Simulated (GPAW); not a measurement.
## CoSi: equation of state with C09-vdW

Crystal: CoSi.

```
Co Si
1.0
     4.43800    0.00000    0.00000
     0.00000    4.43800    0.00000
     0.00000    0.00000    4.43800
Co Si
4 4
Direct
  0.86000 0.64000 0.36000
  0.64000 0.36000 0.86000
  0.36000 0.86000 0.64000
  0.14000 0.14000 0.14000
  0.15700 0.34300 0.65700
  0.34300 0.65700 0.15700
  0.65700 0.15700 0.34300
  0.84300 0.84300 0.84300
```

| Item | Value |
| --- | --- |
| Program | GPAW 26.7.0 |
| Task | equation of state |
| Functional | C09-vdW |
| Potentials or basis | GPAW PAW data sets (gpaw-data 1.2.1) |
| Cutoff | 600 eV |
| Basis | pw |
| k mesh | 4 × 4 × 4 |
| Occupations | fermi-dirac, width 0.05 eV |
| Spin | collinear spin, ferromagnetic start |
| Starting moments | [2.0, 2.0, 2.0, 2.0, 0.0, 0.0, 0.0, 0.0] μB |

* Equilibrium volume: 10.90 Å³/atom
* Bulk modulus at fixed shape and positions: 231 GPa
* Pressure derivative of the bulk modulus: 4.2 (rough: it moves with the points fitted)

Energy against volume, from the lowest point:
```tsv
volume (Å³/atom)	energy (meV/atom)
10.271	29.08
10.489	12.01
10.708	2.59
10.926	0.00
11.145	3.90
11.363	13.29
11.582	27.76
```

Wall time 11 min on 1 thread of Intel(R) Xeon(R) Platinum 8488C (Sapphire Rapids), with other jobs on the host, peak memory 0.69 GiB.

Caveat: the cell was scaled at fixed shape and fractional positions, which overstates the stiffness of a crystal with free parameters, most of all of layers and chains; the PAW data sets were made with another functional, which shifts forces and pressure a little.
